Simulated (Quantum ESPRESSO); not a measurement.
MoS2 in Quantum ESPRESSO: the effect of functional

The system is MoS2.

```xyz
3
Lattice="0.0000 2.9960 2.9960 2.9960 0.0000 2.9960 2.9960 2.9960 0.0000" Properties=species:S:1:pos:R:3 pbc="T T T"
Mo    0.0000    0.0000    0.0000
S     1.4980    1.4980    1.4980
S     4.4939    4.4939    4.4939
```

Measurements of this composition are mostly on another form, of space group No. 194.

Alike in all runs:

```yaml
Program: Quantum ESPRESSO 7.5
Task: single point
Potentials_or_basis: PseudoDojo 0.4.1 SR LDA standard
Cutoff: 1088 eV
Density_cutoff: 4354 eV
k_mesh: 6 × 6 × 6
Occupations: gaussian, width 0.05 eV
Spin: collinear spin, ferromagnetic start
Starting_moments: "[2.0, 0.0, 0.0] μB"
Hubbard_terms: Mo d U = 7 eV
```

| functional | pressure (GPa) |
| --- | --- |
| LDA | 0.5 |
| PBEsol | 3.5 |
| revPBE | 10.5 |
| RPBE | 11.3 |
| PW91 | ? |

Q: What does the run with functional PW91 give?

A: Pressure 8.8 GPa.

Caveats: the potentials were made for another functional, which shifts forces and pressure (some runs).

Runs at the PBE level aren't shown here.
